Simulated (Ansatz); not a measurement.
A run of Ansatz 0.2.0:

Contents of input.yaml:

```yaml
crystal:
  lattice:
    - [3.91, 0.0, 0.0]
    - [-1.955, 3.65, 0.0]
    - [0.0, 0.0, 20.7]
  atoms:
    - { symbol: Ba, position: [0.0, 0.0, 0.3623188406] }
    - { symbol: Ba, position: [0.0, 0.0, 0.6376811594] }
kpoints:
  mp_grid: { grid: [8, 8, 1] }
scf:
  occupations: { method: fermi_dirac, width: 0.05 }
hamiltonian:
  xc: pbe
  pseudopotentials: { kind: all_electron, lapw: { basis_error: 0.001 } }
output:
  forces: true
  stress: true
  eigenvalues: true
  populations: true
```

Potentials or basis: all-electron LAPW, scalar-relativistic.

The run is started by

```sh
$ ansatz run input.yaml --threads 4 --pin off --max-ram 12288MiB --backend cpu --events-out ev --progress --plain --runs-dir out
```

Hardware: 4 threads of Intel(R) Xeon(R) 6975P-C (Granite Rapids), on a shared host.

**Question.** Estimate the wall time of this run.

**Answer.** Run time: 2 s on 4 threads of Intel(R) Xeon(R) 6975P-C (Granite Rapids), on a shared host, peak memory 0.36 GiB. Counts: scf iterations 10, plane waves 643, k points 21, bands 32.
